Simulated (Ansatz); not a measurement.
# Gallium, alpha-Ga (Cmce) under LDA: how the k-point mesh moves the result

How fine must the k-point mesh be for energy and pressure to settle? The geometry was relaxed under LDA beforehand and stays fixed; 8 values are run, from 2×2×1 to 12×12×10. Wanted are the values from which on the energy stays within 10 and 1 meV/atom, and the pressure within 0.5 GPa, of the last run. Within the series other settings stay, but some runs also write fields, which adds to their time. Spin polarisation is left out.

Program: Ansatz 0.2.0. Level of theory: DFT LDA, plane waves with PAW, scalar-relativistic. These are calculated values, not measurements.

1 further run of the same task is left out (set aside as unsound or not needed).

## (1) Starting point

It takes space group Cmce (No. 64, orthorhombic). The conventional cell has a = 4.436 Å, b = 7.484 Å, c = 4.425 Å, α = 90.00°, β = 90.00°, γ = 90.00°. Around Ga (site symmetry m) lie 7 Ga at 2.45 to 2.74 Å.

Coordinates:

```cif
data_structure
_symmetry_space_group_name_H-M 'P 1'
_symmetry_Int_Tables_number 1
_cell_length_a 4.3498
_cell_length_b 4.3498
_cell_length_c 4.4250
_cell_angle_alpha 90.000
_cell_angle_beta 90.000
_cell_angle_gamma 118.688
_cell_volume 73.45
loop_
_atom_site_label
_atom_site_type_symbol
_atom_site_fract_x
_atom_site_fract_y
_atom_site_fract_z
_atom_site_occupancy
Ga1 Ga 0.84436 0.15564 0.08594 1
Ga2 Ga 0.65564 0.34436 0.58594 1
Ga3 Ga 0.15564 0.84436 0.91406 1
Ga4 Ga 0.34436 0.65564 0.41406 1
```

## (2) k-mesh 2×2×1

The run at 2×2×1.

Input file input.yaml:

```yaml
crystal:
  lattice:
    - [2.2178908173, -3.7419137528, 0.0]
    - [2.2178908173, 3.7419137528, 0.0]
    - [0.0, 0.0, 4.4249628129]
  atoms:
    - { symbol: Ga, position: [0.8443628362, 0.1556371638, 0.0859373133] }
    - { symbol: Ga, position: [0.6556371638, 0.3443628362, 0.5859373133] }
    - { symbol: Ga, position: [0.1556371638, 0.8443628362, 0.9140626867] }
    - { symbol: Ga, position: [0.3443628362, 0.6556371638, 0.4140626867] }
hamiltonian:
  xc: lda
  pseudopotentials:
    kind: paw
    azcp:
      Ga: "pseudopotentials/Ga.paw.azcp"
basis:
  ecutwfc: 420
  fft_grid_basis: typed
kpoints:
  mp_grid: { grid: [2, 2, 1], shift: [0, 0, 0] }
magnetization:
  spin_polarized: false
scf:
  occupations: { method: fermi_dirac, width: 0.1 }
  lower_state_search: "off"
output:
  stress: true
  write_density: true
  write_potential: true
  elf: true
  volumetric_format: npy
```

Started as:

```console
$ ansatz run input.yaml --threads 2 --pin off --max-ram 5120MiB --backend cpu --events-out ev --progress --plain --runs-dir out
```

The program printed, cut to the lines that bear on the results:

```text
Warning: <dir> the record states the generating functional pbe (its physics header spells it `PBE`), which answers neither for hamiltonian.xc's functional nor for the lda family's — results may be inconsistent (PPs are generated against a specific XC)
Warning: RAYON_NUM_THREADS=2 ignored (pool sized by the plan → 2); use --threads N
[...]
Pseudopotentials: kind: paw
Pseudopotential: Ga, paw, valence charge 13, recommended cutoff 420 eV (normal), <dir>
Functional definition: SPW92
[...]
Crystal: 4 atoms, lattice volume = 73.447 Å³
Basis set: ecut = 420 eV, 1477 PW (Γ)
Bands: 32, of which v1, the nominal top of the filled ones, is band 26 counted from 1 (25 counted from 0)
Symmetry: 8 space group operations
Space group: Cmce (ITA 64), of the structure as read, at distance tolerance 4.2e-5 Å
k-points: 3 of 4
[...]
SCF iter   1: F=—  HF=-14825.038568 eV  |F-HF|=—  |Δ(HF+E_count)|=         —  Δρ=1.67e-2  dr2=2.66e-1  ethr=1.77e-3  ⟨swp⟩=5.7  Hψ=358  notcnv=0
[...]
SCF iter   7: F=-14824.943835 eV  HF=-14824.943834 eV  |F-HF|=2.74e-8  |Δ(HF+E_count)|=   8.83e-7  Δρ=8.72e-6  dr2=4.94e-8  ethr=1.92e-10  ⟨swp⟩=7.7  Hψ=644  notcnv=0
[...]
SCF converged after 7 iterations
Free energy (F): -14824.943835 eV
[...]
E sigma→0 (E₀):  -14824.943577 eV
Entropy (-TS):   -0.000514 eV (-0.129 meV/atom)
Fermi energy:    9.555250 eV
[...]
--- Stress (GPa, compression-positive) ---
       -1.234354       0.000000      -0.000000
        0.000000       8.513661       0.000000
       -0.000000       0.000000      21.120354
  P = ⅓ Tr σ = 9.4666 GPa (94.666 kbar)
--- Band table (eV) ---
[...]
```

Run time: 0.55 s. Hardware: 2 threads of Arm Neoverse V2, shared host; peak memory 0.28 GiB.

## (3) k-mesh 2×2×2

The run at 2×2×2.

input.yaml, as its differences from that of step 2:

```diff
@@ -20,3 +20,3 @@
 kpoints:
-  mp_grid: { grid: [2, 2, 1], shift: [0, 0, 0] }
+  mp_grid: { grid: [2, 2, 2], shift: [0, 0, 0] }
 magnetization:
```

Started as:

```console
$ ansatz run input.yaml --threads 2 --pin off --max-ram 5120MiB --backend cpu --events-out ev --progress --plain --runs-dir out
```

The program printed, cut to the lines that bear on the results:

```text
Warning: <dir> the record states the generating functional pbe (its physics header spells it `PBE`), which answers neither for hamiltonian.xc's functional nor for the lda family's — results may be inconsistent (PPs are generated against a specific XC)
Warning: RAYON_NUM_THREADS=2 ignored (pool sized by the plan → 2); use --threads N
[...]
Pseudopotentials: kind: paw
Pseudopotential: Ga, paw, valence charge 13, recommended cutoff 420 eV (normal), <dir>
Functional definition: SPW92
[...]
Crystal: 4 atoms, lattice volume = 73.447 Å³
Basis set: ecut = 420 eV, 1477 PW (Γ)
Bands: 32, of which v1, the nominal top of the filled ones, is band 26 counted from 1 (25 counted from 0)
Symmetry: 8 space group operations
Space group: Cmce (ITA 64), of the structure as read, at distance tolerance 4.2e-5 Å
k-points: 6 of 8
[...]
SCF iter   1: F=—  HF=-14826.360706 eV  |F-HF|=—  |Δ(HF+E_count)|=         —  Δρ=1.02e-2  dr2=1.29e-1  ethr=1.77e-3  ⟨swp⟩=5.7  Hψ=738  notcnv=0
[...]
SCF iter   7: F=-14826.316850 eV  HF=-14826.316850 eV  |F-HF|=1.19e-8  |Δ(HF+E_count)|=   2.89e-7  Δρ=5.42e-6  dr2=1.89e-8  ethr=1.92e-10  ⟨swp⟩=9.2  Hψ=1321  notcnv=0
[...]
SCF converged after 7 iterations
Free energy (F): -14826.316850 eV
[...]
E sigma→0 (E₀):  -14826.268817 eV
Entropy (-TS):   -0.096064 eV (-24.016 meV/atom)
Fermi energy:    9.529422 eV
[...]
--- Stress (GPa, compression-positive) ---
       10.153632       0.000000      -0.000000
        0.000000      -1.317271       0.000000
       -0.000000       0.000000       1.579780
  P = ⅓ Tr σ = 3.4720 GPa (34.720 kbar)
--- Band table (eV; the first three rows and the last of 6) ---
[...]
```

Run time: 0.72 s. Hardware: 2 threads of Arm Neoverse V2, shared host; peak memory 0.29 GiB.

## (4) k-mesh 3×3×3

The run at 3×3×3.

input.yaml, as its differences from that of step 3:

```diff
@@ -20,3 +20,3 @@
 kpoints:
-  mp_grid: { grid: [2, 2, 2], shift: [0, 0, 0] }
+  mp_grid: { grid: [3, 3, 3], shift: [0, 0, 0] }
 magnetization:
@@ -28,5 +28 @@
   stress: true
-  write_density: true
-  write_potential: true
-  elf: true
-  volumetric_format: npy
```

Started as:

```console
$ ansatz run input.yaml --threads 2 --pin off --max-ram 5120MiB --backend cpu --events-out ev --progress --plain --runs-dir out
```

The program printed, cut to the lines that bear on the results:

```text
Warning: <dir> the record states the generating functional pbe (its physics header spells it `PBE`), which answers neither for hamiltonian.xc's functional nor for the lda family's — results may be inconsistent (PPs are generated against a specific XC)
Warning: RAYON_NUM_THREADS=2 ignored (pool sized by the plan → 2); use --threads N
[...]
Pseudopotentials: kind: paw
Pseudopotential: Ga, paw, valence charge 13, recommended cutoff 420 eV (normal), <dir>
Functional definition: SPW92
[...]
Crystal: 4 atoms, lattice volume = 73.447 Å³
Basis set: ecut = 420 eV, 1477 PW (Γ)
Bands: 30, of which v1, the nominal top of the filled ones, is band 26 counted from 1 (25 counted from 0)
Symmetry: 8 space group operations
Space group: Cmce (ITA 64), of the structure as read, at distance tolerance 4.2e-5 Å
k-points: 8 of 27
[...]
SCF iter   1: F=—  HF=-14827.964825 eV  |F-HF|=—  |Δ(HF+E_count)|=         —  Δρ=6.67e-3  dr2=1.16e-2  ethr=1.77e-3  ⟨swp⟩=5.1  Hψ=879  notcnv=0
[...]
SCF iter   6: F=-14827.960834 eV  HF=-14827.960835 eV  |F-HF|=1.28e-9  |Δ(HF+E_count)|=   8.26e-8  Δρ=7.46e-6  dr2=4.30e-8  ethr=1.92e-10  ⟨swp⟩=4.4  Hψ=938  notcnv=0
[...]
SCF converged after 6 iterations
Free energy (F): -14827.960834 eV
[...]
E sigma→0 (E₀):  -14827.944625 eV
Entropy (-TS):   -0.032420 eV (-8.105 meV/atom)
Fermi energy:    9.469125 eV
[...]
--- Stress (GPa, compression-positive) ---
        0.191964       0.000000      -0.000000
        0.000000       2.959222       0.000000
       -0.000000       0.000000      -1.479903
  P = ⅓ Tr σ = 0.5571 GPa (5.571 kbar)
```

It took 0.69 s on 2 threads of Arm Neoverse V2, shared host; peak memory 0.29 GiB.

## (5) k-mesh 4×4×4

The run at 4×4×4.

input.yaml, as its differences from that of step 4:

```diff
@@ -20,3 +20,3 @@
 kpoints:
-  mp_grid: { grid: [3, 3, 3], shift: [0, 0, 0] }
+  mp_grid: { grid: [4, 4, 4], shift: [0, 0, 0] }
 magnetization:
```

Started as:

```console
$ ansatz run input.yaml --threads 2 --pin off --max-ram 5120MiB --backend cpu --events-out ev --progress --plain --runs-dir out
```

The program printed, cut to the lines that bear on the results:

```text
Warning: <dir> the record states the generating functional pbe (its physics header spells it `PBE`), which answers neither for hamiltonian.xc's functional nor for the lda family's — results may be inconsistent (PPs are generated against a specific XC)
Warning: RAYON_NUM_THREADS=2 ignored (pool sized by the plan → 2); use --threads N
[...]
Pseudopotentials: kind: paw
Pseudopotential: Ga, paw, valence charge 13, recommended cutoff 420 eV (normal), <dir>
Functional definition: SPW92
[...]
Crystal: 4 atoms, lattice volume = 73.447 Å³
Basis set: ecut = 420 eV, 1477 PW (Γ)
Bands: 30, of which v1, the nominal top of the filled ones, is band 26 counted from 1 (25 counted from 0)
Symmetry: 8 space group operations
Space group: Cmce (ITA 64), of the structure as read, at distance tolerance 4.2e-5 Å
k-points: 21 of 64
[...]
SCF iter   1: F=—  HF=-14828.037129 eV  |F-HF|=—  |Δ(HF+E_count)|=         —  Δρ=6.01e-3  dr2=9.53e-3  ethr=1.77e-3  ⟨swp⟩=5.3  Hψ=2309  notcnv=0
[...]
SCF iter   7: F=-14828.033572 eV  HF=-14828.033572 eV  |F-HF|=6.86e-10  |Δ(HF+E_count)|=   2.23e-8  Δρ=4.06e-6  dr2=1.29e-8  ethr=1.92e-10  ⟨swp⟩=4.2  Hψ=2388  notcnv=0
[...]
SCF converged after 7 iterations
Free energy (F): -14828.033572 eV
[...]
E sigma→0 (E₀):  -14828.017371 eV
Entropy (-TS):   -0.032401 eV (-8.100 meV/atom)
Fermi energy:    9.567217 eV
[...]
--- Stress (GPa, compression-positive) ---
        1.393308       0.000000      -0.000000
        0.000000      -0.161677      -0.000000
       -0.000000      -0.000000      -1.591948
  P = ⅓ Tr σ = -0.1201 GPa (-1.201 kbar)
```

It took 1.6 s on 2 threads of Arm Neoverse V2, shared host; peak memory 0.32 GiB.

## (6) k-mesh 5×5×5

The run at 5×5×5.

input.yaml, as its differences from that of step 5:

```diff
@@ -20,3 +20,3 @@
 kpoints:
-  mp_grid: { grid: [4, 4, 4], shift: [0, 0, 0] }
+  mp_grid: { grid: [5, 5, 5], shift: [0, 0, 0] }
 magnetization:
```

Started as:

```console
$ ansatz run input.yaml --threads 2 --pin off --max-ram 5120MiB --backend cpu --events-out ev --progress --plain --runs-dir out
```

The program printed, cut to the lines that bear on the results:

```text
Warning: <dir> the record states the generating functional pbe (its physics header spells it `PBE`), which answers neither for hamiltonian.xc's functional nor for the lda family's — results may be inconsistent (PPs are generated against a specific XC)
Warning: RAYON_NUM_THREADS=2 ignored (pool sized by the plan → 2); use --threads N
[...]
Pseudopotentials: kind: paw
Pseudopotential: Ga, paw, valence charge 13, recommended cutoff 420 eV (normal), <dir>
Functional definition: SPW92
[...]
Crystal: 4 atoms, lattice volume = 73.447 Å³
Basis set: ecut = 420 eV, 1477 PW (Γ)
Bands: 30, of which v1, the nominal top of the filled ones, is band 26 counted from 1 (25 counted from 0)
Symmetry: 8 space group operations
Space group: Cmce (ITA 64), of the structure as read, at distance tolerance 4.2e-5 Å
k-points: 27 of 125
[...]
SCF iter   1: F=—  HF=-14827.976672 eV  |F-HF|=—  |Δ(HF+E_count)|=         —  Δρ=5.65e-3  dr2=7.49e-3  ethr=1.77e-3  ⟨swp⟩=5.3  Hψ=2937  notcnv=0
[...]
SCF iter   7: F=-14827.973744 eV  HF=-14827.973744 eV  |F-HF|=3.41e-9  |Δ(HF+E_count)|=   1.24e-8  Δρ=3.00e-6  dr2=9.77e-9  ethr=1.92e-10  ⟨swp⟩=4.1  Hψ=3034  notcnv=0
[...]
SCF converged after 7 iterations
Free energy (F): -14827.973744 eV
[...]
E sigma→0 (E₀):  -14827.959898 eV
Entropy (-TS):   -0.027692 eV (-6.923 meV/atom)
Fermi energy:    9.516091 eV
[...]
--- Stress (GPa, compression-positive) ---
        0.066300       0.000000      -0.000000
        0.000000      -0.496948       0.000000
       -0.000000       0.000000      -0.104105
  P = ⅓ Tr σ = -0.1783 GPa (-1.783 kbar)
```

It took 1.8 s on 2 threads of Arm Neoverse V2, shared host; peak memory 0.33 GiB.

## (7) k-mesh 7×7×6

The run at 7×7×6.

input.yaml, as its differences from that of step 6:

```diff
@@ -20,3 +20,3 @@
 kpoints:
-  mp_grid: { grid: [5, 5, 5], shift: [0, 0, 0] }
+  mp_grid: { grid: [7, 7, 6], shift: [0, 0, 0] }
 magnetization:
```

Started as:

```console
$ ansatz run input.yaml --threads 2 --pin off --max-ram 5120MiB --backend cpu --events-out ev --progress --plain --runs-dir out
```

The program printed, cut to the lines that bear on the results:

```text
Warning: <dir> the record states the generating functional pbe (its physics header spells it `PBE`), which answers neither for hamiltonian.xc's functional nor for the lda family's — results may be inconsistent (PPs are generated against a specific XC)
Warning: RAYON_NUM_THREADS=2 ignored (pool sized by the plan → 2); use --threads N
[...]
Pseudopotentials: kind: paw
Pseudopotential: Ga, paw, valence charge 13, recommended cutoff 420 eV (normal), <dir>
Functional definition: SPW92
[...]
Crystal: 4 atoms, lattice volume = 73.447 Å³
Basis set: ecut = 420 eV, 1477 PW (Γ)
Bands: 30, of which v1, the nominal top of the filled ones, is band 26 counted from 1 (25 counted from 0)
Symmetry: 8 space group operations
Space group: Cmce (ITA 64), of the structure as read, at distance tolerance 4.2e-5 Å
k-points: 64 of 294
[...]
SCF iter   1: F=—  HF=-14827.928646 eV  |F-HF|=—  |Δ(HF+E_count)|=         —  Δρ=5.75e-3  dr2=8.50e-3  ethr=1.77e-3  ⟨swp⟩=5.2  Hψ=6961  notcnv=0
[...]
SCF iter   7: F=-14827.925137 eV  HF=-14827.925137 eV  |F-HF|=6.57e-9  |Δ(HF+E_count)|=   1.57e-8  Δρ=3.80e-6  dr2=1.66e-8  ethr=1.92e-10  ⟨swp⟩=4.3  Hψ=7377  notcnv=0
[...]
SCF converged after 7 iterations
Free energy (F): -14827.925137 eV
[...]
E sigma→0 (E₀):  -14827.909476 eV
Entropy (-TS):   -0.031322 eV (-7.831 meV/atom)
Fermi energy:    9.574481 eV
[...]
--- Stress (GPa, compression-positive) ---
       -0.607866       0.000000      -0.000000
        0.000000       0.205933       0.000000
       -0.000000       0.000000       0.381538
  P = ⅓ Tr σ = -0.0068 GPa (-0.068 kbar)
```

Wall time 4.1 s (2 threads of Arm Neoverse V2, shared host); peak memory 0.37 GiB.

## (8) k-mesh 9×9×8

The run at 9×9×8.

input.yaml, as its differences from that of step 7:

```diff
@@ -20,3 +20,3 @@
 kpoints:
-  mp_grid: { grid: [7, 7, 6], shift: [0, 0, 0] }
+  mp_grid: { grid: [9, 9, 8], shift: [0, 0, 0] }
 magnetization:
```

Started as:

```console
$ ansatz run input.yaml --threads 2 --pin off --max-ram 5120MiB --backend cpu --events-out ev --progress --plain --runs-dir out
```

The program printed, cut to the lines that bear on the results:

```text
Warning: <dir> the record states the generating functional pbe (its physics header spells it `PBE`), which answers neither for hamiltonian.xc's functional nor for the lda family's — results may be inconsistent (PPs are generated against a specific XC)
Warning: RAYON_NUM_THREADS=2 ignored (pool sized by the plan → 2); use --threads N
[...]
Pseudopotentials: kind: paw
Pseudopotential: Ga, paw, valence charge 13, recommended cutoff 420 eV (normal), <dir>
Functional definition: SPW92
[...]
Crystal: 4 atoms, lattice volume = 73.447 Å³
Basis set: ecut = 420 eV, 1477 PW (Γ)
Bands: 30, of which v1, the nominal top of the filled ones, is band 26 counted from 1 (25 counted from 0)
Symmetry: 8 space group operations
Space group: Cmce (ITA 64), of the structure as read, at distance tolerance 4.2e-5 Å
k-points: 125 of 648
[...]
SCF iter   1: F=—  HF=-14827.932861 eV  |F-HF|=—  |Δ(HF+E_count)|=         —  Δρ=5.81e-3  dr2=8.28e-3  ethr=1.77e-3  ⟨swp⟩=5.4  Hψ=13518  notcnv=0
[...]
SCF iter   7: F=-14827.929613 eV  HF=-14827.929613 eV  |F-HF|=4.09e-9  |Δ(HF+E_count)|=   1.27e-8  Δρ=3.35e-6  dr2=1.22e-8  ethr=1.92e-10  ⟨swp⟩=4.2  Hψ=14207  notcnv=0
[...]
SCF converged after 7 iterations
Free energy (F): -14827.929613 eV
[...]
E sigma→0 (E₀):  -14827.913819 eV
Entropy (-TS):   -0.031588 eV (-7.897 meV/atom)
Fermi energy:    9.495547 eV
[...]
--- Stress (GPa, compression-positive) ---
        0.201740       0.000000      -0.000000
        0.000000      -0.116641       0.000000
       -0.000000       0.000000      -0.024990
  P = ⅓ Tr σ = 0.0200 GPa (0.200 kbar)
```

Run time: 7.5 s. Hardware: 2 threads of Arm Neoverse V2, shared host; peak memory 0.45 GiB.

## (9) k-mesh 12×12×10

The run at 12×12×10.

input.yaml, as its differences from that of step 8:

```diff
@@ -20,3 +20,3 @@
 kpoints:
-  mp_grid: { grid: [9, 9, 8], shift: [0, 0, 0] }
+  mp_grid: { grid: [12, 12, 10], shift: [0, 0, 0] }
 magnetization:
```

Started as:

```console
$ ansatz run input.yaml --threads 2 --pin off --max-ram 5120MiB --backend cpu --events-out ev --progress --plain --runs-dir out
```

The program printed, cut to the lines that bear on the results:

```text
Warning: <dir> the record states the generating functional pbe (its physics header spells it `PBE`), which answers neither for hamiltonian.xc's functional nor for the lda family's — results may be inconsistent (PPs are generated against a specific XC)
Warning: RAYON_NUM_THREADS=2 ignored (pool sized by the plan → 2); use --threads N
[...]
Pseudopotentials: kind: paw
Pseudopotential: Ga, paw, valence charge 13, recommended cutoff 420 eV (normal), <dir>
Functional definition: SPW92
[...]
Crystal: 4 atoms, lattice volume = 73.447 Å³
Basis set: ecut = 420 eV, 1477 PW (Γ)
Bands: 30, of which v1, the nominal top of the filled ones, is band 26 counted from 1 (25 counted from 0)
Symmetry: 8 space group operations
Space group: Cmce (ITA 64), of the structure as read, at distance tolerance 4.2e-5 Å
k-points: 258 of 1440
[...]
SCF iter   1: F=—  HF=-14827.942038 eV  |F-HF|=—  |Δ(HF+E_count)|=         —  Δρ=5.83e-3  dr2=8.35e-3  ethr=1.77e-3  ⟨swp⟩=5.4  Hψ=27931  notcnv=0
[...]
SCF iter   7: F=-14827.938699 eV  HF=-14827.938699 eV  |F-HF|=5.20e-9  |Δ(HF+E_count)|=   1.30e-8  Δρ=3.60e-6  dr2=1.38e-8  ethr=1.92e-10  ⟨swp⟩=4.3  Hψ=29550  notcnv=0
[...]
SCF converged after 7 iterations
Free energy (F): -14827.938699 eV
[...]
E sigma→0 (E₀):  -14827.925829 eV
Entropy (-TS):   -0.025740 eV (-6.435 meV/atom)
Fermi energy:    9.504468 eV
[...]
--- Stress (GPa, compression-positive) ---
       -0.107132       0.000000      -0.000000
        0.000000       0.107630       0.000000
       -0.000000       0.000000       0.092174
  P = ⅓ Tr σ = 0.0309 GPa (0.309 kbar)
```

Wall time 16 s (2 threads of Arm Neoverse V2, shared host); peak memory 0.61 GiB.

## (10) All values side by side

Differences are taken from the run at 12×12×10.

| k-mesh | k-points | E(σ → 0) (meV/atom) | P (GPa) | SCF cycles | CPU time |
| --- | --- | --- | --- | --- | --- |
| 2×2×1 | 3 | 745.56 | 9.47 | 7 | 0.86 s |
| 2×2×2 | 6 | 414.25 | 3.47 | 7 | 1.2 s |
| 3×3×3 | 8 | -4.70 | 0.56 | 6 | 1.2 s |
| 4×4×4 | 21 | -22.89 | -0.12 | 7 | 2.9 s |
| 5×5×5 | 27 | -8.52 | -0.18 | 7 | 3.4 s |
| 7×7×6 | 64 | 4.09 | -0.01 | 7 | 7.9 s |
| 9×9×8 | 125 | 3.00 | 0.02 | 7 | 15 s |
| 12×12×10 | 258 | 0.00 | 0.03 | 7 | 32 s |

## (11) Results

| quantity | value |
| --- | --- |
| E(σ → 0) stays within 10 meV/atom of 12×12×10 | from 5×5×5 on |
| E(σ → 0) stays within 1 meV/atom | not reached before 12×12×10 |
| pressure stays within 0.5 GPa | from 4×4×4 on |
| pressure at 12×12×10 | 0.03 GPa |
| CPU time, dearest over cheapest | 37 |

**Reading.** At 2×2×1 the energy differs by +745.6 meV/atom and the pressure by +9.4 GPa. Convergence in k is not monotonic; the energy swings about its limit. The energy has not settled to 1 meV/atom before the last mesh. A Fermi surface needs many points. The last mesh is only the yardstick of this series and isn't shown to be converged. The cell taken over is 6 % smaller than the measured one (19.59 Å³/atom, COD).
